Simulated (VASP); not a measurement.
# NaCl in VASP: a series of runs, part 2 of 2

VASP 6.6.1. The steps go on from the part before.

### Step 4. Single point, PBEsol (one atom moved)

INCAR

```
PREC = Accurate
ENCUT = 520
EDIFF = 1E-6
ISMEAR = 0
SIGMA = 0.02
LREAL = False
LASPH = True
NELM = 100
ALGO = Normal
ISIF = 2
LWAVE = False
LCHARG = False
GGA = PS
NBANDS = 14
```

KPOINTS

```
regular mesh
0
Gamma
  8 8 8
```

POSCAR

```
NaCl
1.0
    0.0000000000      2.8317500000      2.8317500000
    2.8317500000      0.0000000000      2.8317500000
    2.8317500000      2.8317500000      0.0000000000
Na Cl
1 1
Direct
    0.0000000000      0.0000000000      0.0000000000
    0.5397280833      0.5397280833      0.4602719167
```

Potentials or basis: VASP PAW PBE potentials, release 64 (Na_pv, Cl).

Command:

```
$ cat potpaw_PBE.64/Na_pv/POTCAR potpaw_PBE.64/Cl/POTCAR > POTCAR
$ mpirun -np 1 vasp_std > vasp.out
```

OUTCAR:

```text
PREC = Accurate
   ENCUT = 520
   EDIFF = 1E-6
   ISMEAR = 0
   LREAL = False
   LASPH = True
   NELM = 100
   ISIF = 2
   GGA = PS

 ion  position               nearest neighbor table
   1  0.000  0.000  0.000-   2 2.61
   2  0.540  0.540  0.460-   1 2.61

  LATTYP: Found a face centered cubic cell.
 ALAT       =     5.6635000000

  Lattice vectors:

 A1 = (   0.0000000000,   2.8317500000,   2.8317500000)
 A2 = (   2.8317500000,   0.0000000000,   2.8317500000)
 A3 = (   2.8317500000,   2.8317500000,   0.0000000000)

Analysis of symmetry for initial positions (statically):
=====================================================================
 Subroutine PRICEL returns:
 Original cell was already a primitive cell.

 Routine SETGRP: Setting up the symmetry group for a
 face centered cubic supercell.

 Subroutine GETGRP returns: Found  8 space group operations
 (whereof  8 operations were pure point group operations)
 out of a pool of 48 trial point group operations.

The static configuration has the point symmetry C_4v.

Analysis of symmetry for dynamics (positions and initial velocities):
=====================================================================
 Subroutine PRICEL returns:
 Original cell was already a primitive cell.

 Routine SETGRP: Setting up the symmetry group for a
 face centered cubic supercell.

 Subroutine GETGRP returns: Found  8 space group operations
 (whereof  8 operations were pure point group operations)
 out of a pool of 48 trial point group operations.

The dynamic configuration has the point symmetry C_4v.

 Subroutine INISYM returns: Found  8 space group operations
 (whereof  8 operations are pure point group operations),
 and found     1 'primitive' translations

----------------------------------------------------------------------------------------

                                     Primitive cell

  volume of cell :      45.4145

  direct lattice vectors                    reciprocal lattice vectors
     0.000000000  2.831750000  2.831750000    -0.176569259  0.176569259  0.176569259
     2.831750000  0.000000000  2.831750000     0.176569259 -0.176569259  0.176569259
     2.831750000  2.831750000  0.000000000     0.176569259  0.176569259 -0.176569259

  length of vectors
     4.004699255  4.004699255  4.004699255     0.305826928  0.305826928  0.305826928

  position of ions in fractional coordinates (direct lattice)
     0.000000000  0.000000000  0.000000000
     0.539728083  0.539728083  0.460271917

  ion indices of the primitive-cell ions
   primitive index   ion index
                 1           1
                 2           2

----------------------------------------------------------------------------------------

 KPOINTS: regular mesh

Automatic generation of k-mesh.
 Grid dimensions read from file:
 generate k-points for:    8    8    8

 Generating k-lattice:

  Cartesian coordinates                     Fractional coordinates (reciprocal lattice)
    -0.022071157  0.022071157  0.022071157     0.125000000  0.000000000  0.000000000
     0.022071157 -0.022071157  0.022071157     0.000000000  0.125000000  0.000000000
     0.022071157  0.022071157 -0.022071157     0.000000000  0.000000000  0.125000000
[... 40 lines left out ...]
   number of dos      NEDOS =    301   number of ions     NIONS =      2
   total plane-waves  NPLWV =  27000
   dimension x,y,z NGX =    30 NGY =   30 NGZ =   30
   dimension x,y,z NGXF=    60 NGYF=   60 NGZF=   60
   ions per type =               1   1
   NGX,Y,Z   is equivalent  to a cutoff of  12.45, 12.45, 12.45 a.u.
   NGXF,Y,Z  is equivalent  to a cutoff of  24.91, 24.91, 24.91 a.u.
 SYSTEM =  unknown system
   PREC   = accura    normal or accurate (medium, high low for compatibility)
   ISTART =      0    job   : 0-new  1-cont  2-samecut
   ICHARG =      2    charge: 1-file 2-atom 10-const
   ISPIN  =      1    spin polarized calculation?
   LNONCOLLINEAR =      F non collinear calculations
   LSORBIT =      F    spin-orbit coupling
   LASPH  =      T    aspherical Exc in radial PAW
   ENCUT  =  520.0 eV  38.22 Ry    6.18 a.u.   7.45  7.45  7.45*2*pi/ulx,y,z
   NELM   =    100;   NELMIN=  2; NELMDL= -5     # of ELM steps
   EDIFF  = 0.1E-05   stopping-criterion for ELM
   LREAL  =      F    real-space projection
   EDIFFG = 0.1E-04   stopping-criterion for IOM
   NSW    =      0    number of steps for IOM
   IBRION =     -1    ionic relax: 0-MD 1-quasi-New 2-CG
   NFREE  =      0    steps in history (QN), initial steepest desc. (CG)
   ISIF   =      2    stress and relaxation
   ISYM   =      2    0-nonsym 1-usesym 2-fastsym
   POTIM  = 0.5000    time-step for ionic-motion
   TEBEG  =    0.0;   TEEND  =   0.0 temperature during run
   PSTRESS=    0.0 pullay stress
   NELECT =      14.0000    total number of electrons
   NUPDOWN=      -1.0000    fix difference up-down
   EMIN   =  10.00;   EMAX   =-10.00  energy-range for DOS
   EFERMI =   0.00;   METHOD = LEGACY
   ISMEAR =     0;   SIGMA  =   0.02  broadening in eV -4-tet -1-fermi 0-gaus
   EFERMI_NEDOS =   21; number of points for ismear=-14 and -15
   IALGO  =     38    algorithm
   IMIX   =      4    mixing-type and parameters
     AMIX     =   0.40;   BMIX     =  1.00
     AMIX_MAG =   1.60;   BMIX_MAG =  1.00
  volume/ion in A,a.u.               =      22.71       153.24
  Fermi-wavevector in a.u.,A,eV,Ry     =   1.105909  2.089864 16.640388  1.223034
  Thomas-Fermi vector in A             =   2.242402
   LORBIT       =      0    0 simple, 1 ext, 2 COOP (PROOUT), +10 PAW based schemes
   GGA     = PS    functional components
   LHFCALC =     F    Hartree Fock is set to
   AEXX    =    0.0000 exact exchange contribution
   IVDW    =     0    specifies the selected vdW correction
   LEPSILON=     F    determine dielectric tensor
   LRPA    =     F    only Hartree local field effects (RPA)
 non-spin polarized calculation
 Gauss-broadening in eV      SIGMA  =   0.02
  energy-cutoff  :      520.00
  volume of cell :       45.41
 maximum number of plane-waves:      1243
 NGX is ok and might be reduce to    30

 number of electron      13.9999996 magnetization

 Free energy of the ion-electron system (eV)
  ---------------------------------------------------
  ext. energy  EPLUGINS =         0.00000000
  ---------------------------------------------------
  free energy    TOTEN  =        -6.96043181 eV

  energy without entropy =       -6.96043181  energy(sigma->0) =       -6.96043181

 E-fermi :  -0.6998     XC(G=0):  -8.2688

 val. band max:       -0.8635675107   @ k =   0.0000   0.0000   0.0000
 cond. band min:       4.0315678992   @ k =   0.0000   0.0000   0.0000
 fundamental gap:      4.8951354099
 Fermi energy:        -0.6998432231

 k-point     1 :       0.0000    0.0000    0.0000
  band No.  band energies     occupation
      1     -21.5190      2.00000
      2     -21.5148      2.00000
      3     -21.5148      2.00000
      4     -13.4776      2.00000
      5      -0.8803      2.00000
      6      -0.8636      2.00000
      7      -0.8636      2.00000
      8       4.0316      0.00000
      9      10.1471      0.00000
     10      10.1471      0.00000
     11      10.1595      0.00000
     12      12.3474      0.00000
     13      12.4358      0.00000
     14      13.6402      0.00000
[... 377 lines left out ...]
      1     -21.5400      2.00000
      2     -21.5245      2.00000
      3     -21.5200      2.00000
      4     -13.1211      2.00000
      5      -2.4352      2.00000
      6      -1.6274      2.00000
      7      -1.2933      2.00000
      8       7.1009      0.00000
      9       8.2227      0.00000
     10       9.1456      0.00000
     11      11.2226      0.00000
     12      12.9749      0.00000
     13      15.2747      0.00000
     14      16.0538      0.00000

 [... further k-points ...]

------------------------ aborting loop because EDIFF is reached ----------------------------------------

  FORCE on cell =-STRESS in cart. coord.  units (eV):
  Direction    XX          YY          ZZ          XY          YZ          ZX
  --------------------------------------------------------------------------------------
  -------------------------------------------------------------------------------------
  Total       -0.2454987     -0.2454987      0.3000560      0.0000000      0.0000000      0.0000000
  in kB       -8.6609421     -8.6609421     10.5856652      0.0000000      0.0000000      0.0000000
  external PRESSURE =      -2.2454063 kB  Pullay stress =       0.0000000 kB

 VOLUME and BASIS-vectors are now :
 -----------------------------------------------------------------------------
  energy-cutoff  :      520.00
  volume of cell :       45.41
      direct lattice vectors                 reciprocal lattice vectors
     0.000000000  2.831750000  2.831750000    -0.176569259  0.176569259  0.176569259
     2.831750000  0.000000000  2.831750000     0.176569259 -0.176569259  0.176569259
     2.831750000  2.831750000  0.000000000     0.176569259  0.176569259 -0.176569259

 POSITION                                       TOTAL-FORCE (eV/Angst)
 -----------------------------------------------------------------------------------
      0.00000      0.00000      0.00000         0.000000      0.000000      0.343533
      2.83175      2.83175      3.05675         0.000000      0.000000     -0.343533
 -----------------------------------------------------------------------------------
    total drift:                                0.000000      0.000000      0.000582

  FREE ENERGIE OF THE ION-ELECTRON SYSTEM (eV)
  ---------------------------------------------------
  free  energy   TOTEN  =        -6.9604318093 eV

  energy  without entropy=       -6.9604318093  energy(sigma->0) =       -6.96043181
```

OSZICAR:

```text
N       E                     dE             d eps       ncg     rms          rms(c)
DAV:   1     0.987901326880E+02    0.98790E+02   -0.70003E+03  1652   0.995E+02
DAV:   2     0.120028522691E+01   -0.97590E+02   -0.90283E+02  1780   0.266E+02
DAV:   3    -0.699328214044E+01   -0.81936E+01   -0.81445E+01  2132   0.721E+01
DAV:   4    -0.713080127304E+01   -0.13752E+00   -0.13745E+00  1910   0.101E+01
DAV:   5    -0.713394477823E+01   -0.31435E-02   -0.31433E-02  2166   0.155E+00    0.194E+00
DAV:   6    -0.696776276147E+01    0.16618E+00   -0.27301E-01  2072   0.356E+00    0.138E+00
DAV:   7    -0.695659117868E+01    0.11172E-01   -0.66212E-02  2252   0.167E+00    0.934E-01
DAV:   8    -0.696049843509E+01   -0.39073E-02   -0.80489E-03  1928   0.802E-01    0.274E-01
DAV:   9    -0.696038418649E+01    0.11425E-03   -0.22987E-04  2078   0.116E-01    0.162E-01
DAV:  10    -0.696044467192E+01   -0.60485E-04   -0.30872E-04  1976   0.112E-01    0.633E-02
DAV:  11    -0.696043174641E+01    0.12926E-04   -0.27096E-05  2126   0.389E-02    0.106E-02
DAV:  12    -0.696043180929E+01   -0.62875E-07   -0.18148E-06  2036   0.906E-03
   1 F= -.69604318E+01 E0= -.69604318E+01  d E =-.346958E-33
```

Wall time 18 s (1 thread of AMD EPYC 9R45 (Zen 5), shared host); peak memory 0.14 GiB.

Results:

```yaml
Free_energy: -6.9604 eV
Pressure: -0.2 GPa
Largest_force: 0.344 eV/Å
Band_gap_on_the_k_mesh: 4.90 eV, direct
```

Forces on the atoms (eV/Å):
```
Na   0.000  0.000  0.344
Cl   0.000  0.000 -0.344
```

Caveat: the PAW data sets were made with another functional, which shifts forces and pressure a little.

### Step 5. Single point, PBEsol (all atoms moved at random, cell strained at random)

INCAR

```
PREC = Accurate
ENCUT = 520
EDIFF = 1E-6
ISMEAR = 0
SIGMA = 0.02
LREAL = F
LASPH = T
NELM = 100
ALGO = Fast
ISIF = 2
LWAVE = F
LCHARG = F
GGA = PS
NBANDS = 14
```

KPOINTS is that of step 4.

POSCAR

```
NaCl
1.0
    0.0821207500      2.7827607250      2.7817129775
    2.8691857350      0.0318288700      2.8320048575
    2.9003349850      2.8642018550      0.0006796200
Na Cl
1 1
Direct
    0.0111362232     -0.0061181248     -0.0142332480
    0.4888637768      0.5061181248      0.5142332480
```

Potentials or basis: VASP PAW PBE potentials, release 64 (Na_pv, Cl).

Command:

```
$ cat potpaw_PBE.64/Na_pv/POTCAR potpaw_PBE.64/Cl/POTCAR > POTCAR
$ mpirun -np 1 vasp_std > vasp.out
```

OUTCAR:

```text
PREC = Accurate
   ENCUT = 520
   EDIFF = 1E-6
   ISMEAR = 0
   LREAL = F
   LASPH = T
   NELM = 100
   ISIF = 2
   GGA = PS

 ion  position               nearest neighbor table
   1  0.011  0.994  0.986-   2 2.73
   2  0.489  0.506  0.514-   1 2.73

  LATTYP: Found a triclinic cell.
 ALAT       =     3.9355340374
 B/A-ratio  =     1.4263601414
 C/A-ratio  =     1.0357484354
 COS(alpha) =     0.0004173455
 COS(beta)  =     0.5118063611
 COS(gamma) =     0.7007031666

  Lattice vectors:

 A1 = (   0.0821207500,   2.7827607250,   2.7817129775)
 A2 = (   0.0509715000,  -0.0496122600,   5.6130382150)
 A3 = (   2.9003349850,   2.8642018550,   0.0006796200)

Analysis of symmetry for initial positions (statically):
=====================================================================
 Subroutine PRICEL returns:
 Original cell was already a primitive cell.

 Routine SETGRP: Setting up the symmetry group for a
 triclinic supercell.

 Subroutine GETGRP returns: Found  1 space group operations
 (whereof  1 operations were pure point group operations)
 out of a pool of  2 trial point group operations.

The static configuration has the point symmetry C_1 .

Analysis of symmetry for dynamics (positions and initial velocities):
=====================================================================
 Subroutine PRICEL returns:
 Original cell was already a primitive cell.

 Routine SETGRP: Setting up the symmetry group for a
 triclinic supercell.

 Subroutine GETGRP returns: Found  1 space group operations
 (whereof  1 operations were pure point group operations)
 out of a pool of  2 trial point group operations.

The dynamic configuration has the point symmetry C_1 .

 Subroutine INISYM returns: Found  1 space group operations
 (whereof  1 operations are pure point group operations),
 and found     1 'primitive' translations
[... 122 lines left out ...]
   AEXX    =    0.0000 exact exchange contribution
   IVDW    =     0    specifies the selected vdW correction
   LEPSILON=     F    determine dielectric tensor
   LRPA    =     F    only Hartree local field effects (RPA)
 non-spin polarized calculation
 RMM-DIIS sequential band-by-band and
 Gauss-broadening in eV      SIGMA  =   0.02
  energy-cutoff  :      520.00
  volume of cell :       44.79
 maximum number of plane-waves:      1228
 NGX is ok and might be reduce to    30

 number of electron      14.0000001 magnetization

 Free energy of the ion-electron system (eV)
  ---------------------------------------------------
  ext. energy  EPLUGINS =         0.00000000
  ---------------------------------------------------
  free energy    TOTEN  =        -6.98467505 eV

  energy without entropy =       -6.98467505  energy(sigma->0) =       -6.98467505

 E-fermi :  -0.5909     XC(G=0):  -8.3369

 val. band max:       -0.6812759827   @ k =   0.0000   0.0000   0.0000
 cond. band min:       4.1546092581   @ k =   0.0000   0.0000   0.0000
 fundamental gap:      4.8358852408
 Fermi energy:        -0.5908703847

 k-point     1 :       0.0000    0.0000    0.0000
  band No.  band energies     occupation
      1     -21.4273      2.00000
      2     -21.4218      2.00000
      3     -21.4209      2.00000
      4     -13.4217      2.00000
      5      -0.8435      2.00000
      6      -0.8003      2.00000
      7      -0.6813      2.00000
      8       4.1546      0.00000
      9       9.9381      0.00000
     10      10.1696      0.00000
     11      10.6158      0.00000
     12      12.4089      0.00000
     13      12.5427      0.00000
     14      13.7977      0.00000
[... 377 lines left out ...]
      1     -21.4396      2.00000
      2     -21.4338      2.00000
      3     -21.4268      2.00000
      4     -13.1234      2.00000
      5      -2.1794      2.00000
      6      -1.2925      2.00000
      7      -1.2135      2.00000
      8       6.7833      0.00000
      9       8.0253      0.00000
     10       9.5298      0.00000
     11      11.5469      0.00000
     12      12.6299      0.00000
     13      14.1136      0.00000
     14      17.1413      0.00000

 [... further k-points ...]

------------------------ aborting loop because EDIFF is reached ----------------------------------------

  FORCE on cell =-STRESS in cart. coord.  units (eV):
  Direction    XX          YY          ZZ          XY          YZ          ZX
  --------------------------------------------------------------------------------------
  -------------------------------------------------------------------------------------
  Total       -0.1216001     -0.1150614     -0.1152280     -0.1317650      0.0555014     -0.0454911
  in kB       -4.3498845     -4.1159829     -4.1219411     -4.7135065      1.9853981     -1.6273088
  external PRESSURE =      -4.1959362 kB  Pullay stress =       0.0000000 kB

 VOLUME and BASIS-vectors are now :
 -----------------------------------------------------------------------------
  energy-cutoff  :      520.00
  volume of cell :       44.79
      direct lattice vectors                 reciprocal lattice vectors
     0.082120750  2.782760725  2.781712977    -0.181104721  0.183346387  0.181421784
     2.869185735  0.031828870  2.832004857     0.177846840 -0.180131966  0.174949482
     2.900334985  2.864201855  0.000679620     0.173978814  0.173006058 -0.178207363

 POSITION                                       TOTAL-FORCE (eV/Angst)
 -----------------------------------------------------------------------------------
      5.71160      2.88606      2.84633         0.136405      0.031939     -0.035945
      2.98374      2.84937      2.79356        -0.136405     -0.031939      0.035945
 -----------------------------------------------------------------------------------
    total drift:                                0.001148      0.000092     -0.000096

  FREE ENERGIE OF THE ION-ELECTRON SYSTEM (eV)
  ---------------------------------------------------
  free  energy   TOTEN  =        -6.9846750540 eV

  energy  without entropy=       -6.9846750540  energy(sigma->0) =       -6.98467505
```

Wall time 89 s (1 thread of AMD EPYC 9R45 (Zen 5), shared host); peak memory 0.23 GiB.

Results:

| Property | Result |
| --- | --- |
| Free energy | -6.9847 eV |
| Pressure | -0.4 GPa |
| Largest force | 0.145 eV/Å |
| Band gap on the k mesh | 4.84 eV, direct |

Forces on the atoms (eV/Å):
```
Na   0.136  0.032 -0.036
Cl  -0.136 -0.032  0.036
```

Levels at points of the mesh, in eV from the valence-band top:
```tsv
k point	band 5	band 6	band 7	band 8	band 9	band 10
(0.00, 0.00, 0.00)	-0.16	-0.12	0.00	4.84	10.62	10.85
(0.50, 0.00, 0.00)	-2.03	-0.47	-0.42	6.91	10.39	10.67
(0.00, 0.50, 0.00)	-2.07	-0.41	-0.31	6.97	10.32	10.64
(0.50, 0.50, 0.00)	-1.80	-0.82	-0.60	7.27	7.86	11.08
(0.00, 0.00, 0.50)	-2.08	-0.36	-0.27	7.03	10.24	10.73
(0.50, 0.00, 0.50)	-1.80	-0.77	-0.66	7.33	7.80	11.06
(0.00, 0.50, 0.50)	-1.81	-0.73	-0.63	7.33	7.85	10.94
(0.50, 0.50, 0.50)	-2.09	-0.35	-0.28	7.03	10.22	10.80
```

Caveat: the PAW data sets were made with another functional, which shifts forces and pressure a little.

### Step 6. Overview

```csv
potentials or basis,cell,k mesh,smearing,dipole correction,gap on the mesh (eV),pressure (GPa),largest force (eV/Å)
"VASP PAW PBE potentials, release 64 (Cl, Na_pv)","clean slab, lower half held",9 × 9 × 1,gaussian 0.05 eV,yes,none,-,1.07
"VASP PAW PBE potentials, release 64 (Na_pv, Cl)","all atoms moved at random, cell strained at random",8 × 8 × 8,gaussian 0.02 eV,no,4.84,-0.4,0.14
"VASP PAW PBE potentials, release 64 (Na_pv, Cl)",one atom moved,8 × 8 × 8,gaussian 0.02 eV,no,4.90,-0.2,0.34
```

Alike in all rows: task single point; level PBEsol; no spin polarisation; cutoff (eV) 520.

Caveats: the PAW data sets were made with another functional, which shifts forces and pressure a little.

Absolute energies hang on the potentials; compare differences alone.
